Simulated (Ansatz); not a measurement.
Runs of Ansatz 0.2.0 on InP. The structure is cubic, space group Fm-3m (No. 225). Conventional cell: a = 5.538 Å, b = 5.538 Å, c = 5.538 Å, α = 90.00°, β = 90.00°, γ = 90.00°. In (site symmetry m-3m) has 6 P at 2.77 Å as nearest neighbours. P (site symmetry m-3m) has 6 In at 2.77 Å as nearest neighbours. Measurements of this composition are mostly on another form, of space group No. 216.

| screening (1/Å) | gap on the mesh (eV) | pressure (GPa) |
| --- | --- | --- |
| 0.1 | none | -2.8 |
| 0.4 | none | -1.7 |
| 0.3 | none | -2.1 |
| 0.2 | none | -2.5 |
| 0.6 | none | (b) |
| 0.15 | none | (a) |

Alike in all rows: task single point; level HSE06 form with a typed share of exact exchange; potentials or basis Ansatz PAW; no spin polarisation; cell as given; k mesh 4 × 4 × 4; cutoff (eV) 420; smearing fermi-dirac 0.05 eV; the mesh is coarse, so values aren't converged.

Q: Estimate the missing entries.

A: (a) -2.6; (b) -1.0.

Caveats: all runs use coarse meshes; the PAW data sets come from PBE, with cores solved anew for the run's functional, which leaves a small shift of forces and pressure; the thresholds are loose for stress.

A k mesh can miss the band edges, and the runs leave out spin-orbit coupling on In.

A gap of «none» marks a metal or a gap under the smearing width.
